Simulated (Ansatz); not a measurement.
# GeSb4Te7: biaxial strain in the a-b plane

An exercise on one series of results from a longer session: the logs are not shown, and one member is left open.

Program: Ansatz 0.2.0. Level of theory: DFT PBE, scalar-relativistic, plane waves, PAW. These are calculated values, not measurements.

3 further runs of the same task are left out: 3 set aside as unsound or not needed.

## The system as given

It takes space group P-3m1 (No. 164, trigonal). Conventional cell: a = 4.320 Å, b = 4.320 Å, c = 24.570 Å, α = 90.00°, β = 90.00°, γ = 120.00°. Ge (site symmetry -3m) has 6 Te at 3.02 Å as nearest neighbours. Sb (site symmetry 3m) has 6 Te at 3.02 to 3.20 Å as nearest neighbours. Sb (site symmetry 3m) is surrounded by 6 Te at 3.02 to 3.21 Å. Te (site symmetry 3m) is surrounded by 3 Sb at 3.02 Å. Te (site symmetry 3m) is surrounded by 3 Ge at 3.02 Å and 3 Sb at 3.21 Å. Te (site symmetry -3m) is surrounded by 6 Sb at 3.20 Å.

Structure file:

```
Ge Sb Te
1.0
     4.32040    0.00000    0.00000
    -2.16020    3.74158    0.00000
     0.00000    0.00000   24.56975
Ge Sb Te
1 4 7
Direct
  0.00000 0.00000 0.50000
  0.66667 0.33333 0.91872
  0.33333 0.66667 0.34882
  0.33333 0.66667 0.08128
  0.66667 0.33333 0.65118
  0.33333 0.66667 0.84920
  0.66667 0.33333 0.15080
  0.00000 0.00000 0.72043
  0.66667 0.33333 0.43103
  0.33333 0.66667 0.56897
  0.00000 0.00000 0.00000
  0.00000 0.00000 0.27957
```

It goes back to an entry of the Materials Project.

It is the result of an earlier relaxation at this level (volume 33.10 Å³/atom; gap on the mesh: 0.37 eV).

The first run:

Contents of input.yaml:

```yaml
crystal:
  lattice:
    - [4.3204007408, 0.0, 0.0]
    - [-2.1602003704, 3.7415767961, 0.0]
    - [0.0, 0.0, 24.5697544361]
  atoms:
    - { symbol: Ge, position: [0.0, 0.0, 0.5] }
    - { symbol: Sb, position: [0.6666666667, 0.3333333333, 0.9187155944] }
    - { symbol: Sb, position: [0.3333333333, 0.6666666667, 0.3488174997] }
    - { symbol: Sb, position: [0.3333333333, 0.6666666667, 0.0812844056] }
    - { symbol: Sb, position: [0.6666666667, 0.3333333333, 0.6511825003] }
    - { symbol: Te, position: [0.3333333333, 0.6666666667, 0.8491992741] }
    - { symbol: Te, position: [0.6666666667, 0.3333333333, 0.1508007259] }
    - { symbol: Te, position: [0.0, 0.0, 0.7204257256] }
    - { symbol: Te, position: [0.6666666667, 0.3333333333, 0.4310323998] }
    - { symbol: Te, position: [0.3333333333, 0.6666666667, 0.5689676002] }
    - { symbol: Te, position: [0.0, 0.0, 0.0] }
    - { symbol: Te, position: [0.0, 0.0, 0.2795742744] }
basis:
  ecutwfc: 420
kpoints:
  mp_grid: { grid: [12, 12, 2] }
hamiltonian:
  xc: pbe
scf:
  occupations: { method: gaussian, width: 0.02 }
output:
  forces: true
  stress: true
  eigenvalues: true
```

Launch:

```console
ansatz run input.yaml --threads 2 --pin off --max-ram 5120MiB --backend cpu --events-out ev --progress --plain --runs-dir out
```

Among the steps run: Reference cell for the strains; The gap over the whole zone; Strain -2.0 %; The gap over the whole zone at -2.0 %; Strain +2.0 %; Seeking the band edges at +2.0 %; The cell strained by -4.0 %; Seeking the band edges at -4.0 %; Strain +4.0 %; The gap over the whole zone at +4.0 %.

One of the session's tables, all rows but one given; the rest of the session is left out.

Lengths are those of the vectors of the cell that was run; stresses in GPa:

| strain (%) | ΔE (meV/atom) | a (Å) | b (Å) | c (Å) |
| --- | --- | --- | --- | --- |
| -4.0 | 24.6 | 4.148 | 4.148 | 25.963 |
| -2.0 | 5.9 | 4.234 | 4.234 | 25.258 |
| +0.0 | 0.0 | 4.320 | 4.320 | 24.570 |
| +2.0 | ? | ? | ? | ? |
| +4.0 | 20.4 | 4.493 | 4.493 | 23.306 |

Q: Estimate the row for strain (%) = +2.0 from the others.

Worked estimate for «ΔE (meV/atom)». A straight line through the neighbours (0.0, 0.0) and (4.0, 20.4) gives 0.0 + (20.4 − 0.0) × (2.0 − 0.0) / (4.0 − 0.0) = 10.2; a parabola fitted to 3 rows on both sides gives 4.8.

**Answer.** ΔE (meV/atom): 5.3; a (Å): 4.407; b (Å): 4.407; c (Å): 23.914. In «ΔE (meV/atom)» the line misses by +4.9 and the parabola by -0.5.

ΔE is over the unstrained cell. Stress in GPa, positive in compression, on the Cartesian axes of the input.

Limits of these values: Layers here are held mostly by dispersion, which this level lacks, so their spacing and the stiffness across them are unreliable there.
